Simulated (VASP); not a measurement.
# Cu (Fm-3m) in VASP: a series of runs

The runs below take Cu through relaxation of cell and atoms, with LDA, PBEsol.

Program: VASP 6.6.1. These are calculated values, not measurements. Logs are shortened: lines on timing, memory, paths and dates and some standing lists are left out, and cuts for length are marked.

## Step 1: Starting point

Symmetry: Fm-3m, No. 225, cubic system. Conventional cell: a = 3.418 Å, b = 3.418 Å, c = 3.418 Å, α = 90.00°, β = 90.00°, γ = 90.00°. Cu (site symmetry m-3m) is surrounded by 12 Cu at 2.42 Å.

## Step 2: Relaxation of cell and atoms, LDA, target pressure 21.1 GPa, at which the enthalpy is minimised

INCAR

```
PREC     = Accurate       # precision mode
ENCUT    = 600            # plane-wave cutoff, eV
EDIFF    = 1E-7           # SCF threshold, eV
ISMEAR   = 1              # smearing method
SIGMA    = 0.1            # smearing width, eV
LREAL    = False          # projectors in reciprocal space
LASPH    = True           # aspherical terms in the spheres
NELM     = 80             # most SCF steps
ALGO     = Normal         # electronic algorithm
ISIF     = 3              # what is computed and relaxed
LWAVE    = False          # write WAVECAR
LCHARG   = False          # write CHGCAR
GGA      = CA             # functional
IBRION   = 2              # ionic algorithm
NSW      = 90             # ionic steps
EDIFFG   = -0.005         # ionic threshold
PSTRESS  = 211.0
```

KPOINTS

```
regular mesh
0
Gamma
  18 18 18
```

POSCAR

```
Cu                                      
1.0
    0.0000000000      1.7091150811      1.7091150811
    1.7091150811     -0.0000000000      1.7091150811
    1.7091150811      1.7091150811      0.0000000000
  Cu            
     1
Direct
     0.0000000000000000    0.0000000000000000    0.0000000000000000
```

Potentials or basis: VASP PAW LDA potentials, release 64 (Cu).

On the command line:

```
cat potpaw_LDA.64/Cu/POTCAR > POTCAR
mpirun -np 1 vasp_std > vasp.out
```

OUTCAR:

```text
PREC = Accurate
   ENCUT = 600
   EDIFF = 1E-7
   ISMEAR = 1
   LREAL = False
   LASPH = True
   NELM = 80
   ISIF = 3
   GGA = CA
   IBRION = 2
   NSW = 90
   EDIFFG = -0.005
   PSTRESS = 211.0

 ion  position               nearest neighbor table
   1  0.000  0.000  0.000-

  LATTYP: Found a face centered cubic cell.
 ALAT       =     3.4182301622

  Lattice vectors:

 A1 = (   0.0000000000,   1.7091150811,   1.7091150811)
 A2 = (   1.7091150811,   0.0000000000,   1.7091150811)
 A3 = (   1.7091150811,   1.7091150811,   0.0000000000)

Analysis of symmetry for initial positions (statically):
=====================================================================
 Subroutine PRICEL returns:
 Original cell was already a primitive cell.

 Routine SETGRP: Setting up the symmetry group for a
 face centered cubic supercell.

 Subroutine GETGRP returns: Found 48 space group operations
 (whereof 48 operations were pure point group operations)
 out of a pool of 48 trial point group operations.

The static configuration has the point symmetry O_h .

Analysis of symmetry for dynamics (positions and initial velocities):
=====================================================================
 Subroutine PRICEL returns:
 Original cell was already a primitive cell.

 Routine SETGRP: Setting up the symmetry group for a
 face centered cubic supercell.

 Subroutine GETGRP returns: Found 48 space group operations
 (whereof 48 operations were pure point group operations)
 out of a pool of 48 trial point group operations.

The dynamic configuration has the point symmetry O_h .

 Subroutine INISYM returns: Found 48 space group operations
 (whereof 48 operations are pure point group operations),
 and found     1 'primitive' translations

----------------------------------------------------------------------------------------

                                     Primitive cell

  volume of cell :       9.9849

  direct lattice vectors                    reciprocal lattice vectors
     0.000000000  1.709115081  1.709115081    -0.292549054  0.292549054  0.292549054
     1.709115081  0.000000000  1.709115081     0.292549054 -0.292549054  0.292549054
     1.709115081  1.709115081  0.000000000     0.292549054  0.292549054 -0.292549054

  length of vectors
     2.417053727  2.417053727  2.417053727     0.506709825  0.506709825  0.506709825

  position of ions in fractional coordinates (direct lattice)
     0.000000000  0.000000000  0.000000000

  ion indices of the primitive-cell ions
   primitive index   ion index
                 1           1

----------------------------------------------------------------------------------------

 KPOINTS: regular mesh

Automatic generation of k-mesh.
 Grid dimensions read from file:
 generate k-points for:   18   18   18

 Generating k-lattice:

  Cartesian coordinates                     Fractional coordinates (reciprocal lattice)
    -0.016252725  0.016252725  0.016252725     0.055555556  0.000000000  0.000000000
     0.016252725 -0.016252725  0.016252725     0.000000000  0.055555556  0.000000000
     0.016252725  0.016252725 -0.016252725     0.000000000  0.000000000  0.055555556

  Length of vectors
     0.028150546  0.028150546  0.028150546

  Shift w.r.t. Gamma in fractional coordinates (k-lattice)
     0.000000000  0.000000000  0.000000000

 Subroutine IBZKPT returns following result:
 ===========================================

 Found    195 irreducible k-points:

 Following reciprocal coordinates:
            Coordinates               Weight
  0.000000  0.000000  0.000000      1.000000
  0.055556  0.000000  0.000000      8.000000
  0.111111  0.000000  0.000000      8.000000
  0.166667  0.000000  0.000000      8.000000
  0.222222  0.000000  0.000000      8.000000
  0.277778  0.000000  0.000000      8.000000
[... 16 lines left out ...]
 -0.277778  0.055556  0.000000     24.000000
 -0.222222  0.055556  0.000000     24.000000
 [... further k-points ...]
   k-points           NKPTS =    195   k-points in BZ     NKDIM =    195   number of bands    NBANDS=      9
   number of dos      NEDOS =    301   number of ions     NIONS =      1
   total plane-waves  NPLWV =   8000
   dimension x,y,z NGX =    20 NGY =   20 NGZ =   20
   dimension x,y,z NGXF=    40 NGYF=   40 NGZF=   40
   ions per type =               1
   NGX,Y,Z   is equivalent  to a cutoff of  13.76, 13.76, 13.76 a.u.
   NGXF,Y,Z  is equivalent  to a cutoff of  27.51, 27.51, 27.51 a.u.
 SYSTEM =  unknown system
   PREC   = accura    normal or accurate (medium, high low for compatibility)
   ISTART =      0    job   : 0-new  1-cont  2-samecut
   ICHARG =      2    charge: 1-file 2-atom 10-const
   ISPIN  =      1    spin polarized calculation?
   LNONCOLLINEAR =      F non collinear calculations
   LSORBIT =      F    spin-orbit coupling
   LASPH  =      T    aspherical Exc in radial PAW
   ENCUT  =  600.0 eV  44.10 Ry    6.64 a.u.   4.83  4.83  4.83*2*pi/ulx,y,z
   NELM   =     80;   NELMIN=  2; NELMDL= -5     # of ELM steps
   EDIFF  = 0.1E-06   stopping-criterion for ELM
   LREAL  =      F    real-space projection
   EDIFFG = -.5E-02   stopping-criterion for IOM
   NSW    =     90    number of steps for IOM
   IBRION =      2    ionic relax: 0-MD 1-quasi-New 2-CG
   NFREE  =      1    steps in history (QN), initial steepest desc. (CG)
   ISIF   =      3    stress and relaxation
   ISYM   =      2    0-nonsym 1-usesym 2-fastsym
   POTIM  = 0.5000    time-step for ionic-motion
   TEBEG  =    0.0;   TEEND  =   0.0 temperature during run
   PSTRESS=  211.0 pullay stress
   NELECT =      11.0000    total number of electrons
   NUPDOWN=      -1.0000    fix difference up-down
   EMIN   =  10.00;   EMAX   =-10.00  energy-range for DOS
   EFERMI =   0.00;   METHOD = LEGACY
   ISMEAR =     1;   SIGMA  =   0.10  broadening in eV -4-tet -1-fermi 0-gaus
   EFERMI_NEDOS =   21; number of points for ismear=-14 and -15
   IALGO  =     38    algorithm
   IMIX   =      4    mixing-type and parameters
     AMIX     =   0.40;   BMIX     =  1.00
     AMIX_MAG =   1.60;   BMIX_MAG =  1.00
  volume/ion in A,a.u.               =       9.98        67.38
  Fermi-wavevector in a.u.,A,eV,Ry     =   1.690796  3.195140 38.896192  2.858789
  Thomas-Fermi vector in A             =   2.772678
   LORBIT       =      0    0 simple, 1 ext, 2 COOP (PROOUT), +10 PAW based schemes
   GGA     = CA    functional components
   LHFCALC =     F    Hartree Fock is set to
   AEXX    =    0.0000 exact exchange contribution
   IVDW    =     0    specifies the selected vdW correction
   LEPSILON=     F    determine dielectric tensor
   LRPA    =     F    only Hartree local field effects (RPA)
 conjugate gradient relaxation of ions
 non-spin polarized calculation
 Methfessel and Paxton  Order N= 1 SIGMA  =   0.10
  energy-cutoff  :      600.00
  volume of cell :        9.98
 maximum number of plane-waves:       347
   NGX =  9   NGY =  9   NGZ =  9

--------------------------------------- Ionic step        1  -------------------------------------------

 number of electron      11.0000009 magnetization

 Free energy of the ion-electron system (eV)
  ---------------------------------------------------
  ext. energy  EPLUGINS =         0.00000000
  ---------------------------------------------------
  free energy    TOTEN  =        -4.64906047 eV

  energy without entropy =       -4.64924841  energy(sigma->0) =       -4.64912311

------------------------ aborting loop because EDIFF is reached ----------------------------------------

  FORCE on cell =-STRESS in cart. coord.  units (eV):
  Direction    XX          YY          ZZ          XY          YZ          ZX
  --------------------------------------------------------------------------------------
  -------------------------------------------------------------------------------------
  Total        1.3224672      1.3224672      1.3224672      0.0000000      0.0000000      0.0000000
  in kB      212.2030294    212.2030294    212.2030294      0.0000000      0.0000000      0.0000000
  external PRESSURE =       1.2030294 kB  Pullay stress =     211.0000000 kB

 VOLUME and BASIS-vectors are now :
 -----------------------------------------------------------------------------
  energy-cutoff  :      600.00
  volume of cell :        9.98
      direct lattice vectors                 reciprocal lattice vectors
     0.000000000  1.709115081  1.709115081    -0.292549054  0.292549054  0.292549054
     1.709115081  0.000000000  1.709115081     0.292549054 -0.292549054  0.292549054
     1.709115081  1.709115081  0.000000000     0.292549054  0.292549054 -0.292549054
[... 44 lines left out ...]
  FREE ENERGIE OF THE ION-ELECTRON SYSTEM (eV)
  ---------------------------------------------------
  free  energy   TOTEN  =        -4.6504857757 eV

  energy  without entropy=       -4.6506721017  energy(sigma->0) =       -4.65054788

  enthalpy is  TOTEN    =        -3.3340885843 eV   P V=        1.3163971914

--------------------------------------- Ionic step        3  -------------------------------------------

 number of electron      11.0000009 magnetization

 Free energy of the ion-electron system (eV)
  ---------------------------------------------------
  ext. energy  EPLUGINS =         0.00000000
  ---------------------------------------------------
  free energy    TOTEN  =        -4.64958445 eV

  energy without entropy =       -4.64977185  energy(sigma->0) =       -4.64964691

 E-fermi :   9.5973     XC(G=0): -14.1116

 val. band max:        9.5438396918   @ k =  -0.4444   0.1111   0.0556
 cond. band min:       9.6433166400   @ k =   0.4444   0.3889   0.0000
 fundamental gap:      0.0994769482
 Fermi energy:         9.5972517699

 k-point     1 :       0.0000    0.0000    0.0000
  band No.  band energies     occupation
      1      -1.0622      2.00000
      2       5.9939      2.00000
      3       5.9939      2.00000
      4       5.9939      2.00000
      5       7.0793      2.00000
      6       7.0793      2.00000
      7      33.6131      0.00000
      8      37.4593      0.00000
      9      37.4593      0.00000

 k-point     2 :       0.0556    0.0000    0.0000
  band No.  band energies     occupation
      1      -0.9352      2.00000
      2       5.9619      2.00000
      3       6.0216      2.00000
      4       6.0216      2.00000
      5       7.0677      2.00000
      6       7.0677      2.00000
      7      33.1503      0.00000
      8      35.8341      0.00000
      9      37.1065      0.00000
[... 253 lines left out ...]
 k-point    24 :      -0.2222    0.0556    0.0000
  band No.  band energies     occupation
      1       1.2467      2.00000
      2       5.6074      2.00000
      3       6.1968      2.00000
      4       6.2475      2.00000
      5       7.0078      2.00000
      6       7.3277      2.00000
      7      24.1307      0.00000
      8      31.6152      0.00000
      9      35.3139      0.00000

 [... further k-points ...]
[... 5 lines left out ...]
  --------------------------------------------------------------------------------------
  -------------------------------------------------------------------------------------
  Total        1.3151019      1.3151019      1.3151019     -0.0000000     -0.0000000      0.0000000
  in kB      210.9374054    210.9374054    210.9374054     -0.0000000     -0.0000000      0.0000000
  external PRESSURE =      -0.0625946 kB  Pullay stress =     211.0000000 kB

 VOLUME and BASIS-vectors are now :
 -----------------------------------------------------------------------------
  energy-cutoff  :      600.00
  volume of cell :        9.99
      direct lattice vectors                 reciprocal lattice vectors
     0.000000000  1.709341345  1.709341345    -0.292510330  0.292510330  0.292510330
     1.709341345 -0.000000000  1.709341345     0.292510330 -0.292510330  0.292510330
     1.709341345  1.709341345  0.000000000     0.292510330  0.292510330 -0.292510330

 POSITION                                       TOTAL-FORCE (eV/Angst)
 -----------------------------------------------------------------------------------
      0.00000      0.00000      0.00000         0.000000     -0.000000     -0.000000
 -----------------------------------------------------------------------------------
    total drift:                                0.000000     -0.000000      0.000000

  FREE ENERGIE OF THE ION-ELECTRON SYSTEM (eV)
  ---------------------------------------------------
  free  energy   TOTEN  =        -4.6495844482 eV

  energy  without entropy=       -4.6497718472  energy(sigma->0) =       -4.64964691

  enthalpy is  TOTEN    =        -3.3340922997 eV   P V=        1.3154921486

 reached required accuracy - stopping structural energy minimisation
```

It took 14 s on 1 thread of Intel Xeon 6975P-C (Granite Rapids), shared host; peak memory 0.13 GiB.

Results:

| Quantity | Value |
| --- | --- |
| Free energy | -4.6496 eV |
| Relaxed volume | 9.99 Å³/atom |
| Relaxed cell | a = 2.417 Å, b = 2.417 Å, c = 2.417 Å, α = 60.00°, β = 60.00°, γ = 60.00° |
| Space group after relaxing (to 0.05 Å) | Fm-3m (No. 225) |
| Energy change on relaxing (the enthalpy is what falls) | -0.5 meV/atom |
| Ionic steps | 3 |
| Pressure after relaxing | 21.1 GPa |
| Band gap on the k mesh | none (metal or under the smearing width) |

Step by step:
```
step  energy change (eV)  largest force (eV/Å)  pressure (GPa)  volume (Å³)
   1              0.0000                0.0000           21.22         9.98
   2             -0.0014                0.0000           20.95        10.00
   3             -0.0005                0.0000           21.09         9.99
```

Final structure:
```
Cu
1.0
     0.00000    1.70934    1.70934
     1.70934    0.00000    1.70934
     1.70934    1.70934    0.00000
Cu
1
Direct
  0.00000 0.00000 0.00000
```

Caveat: the cell is relaxed towards a set pressure, so the enthalpy falls and the energy may rise.

(Continued in part 2 of 2.)
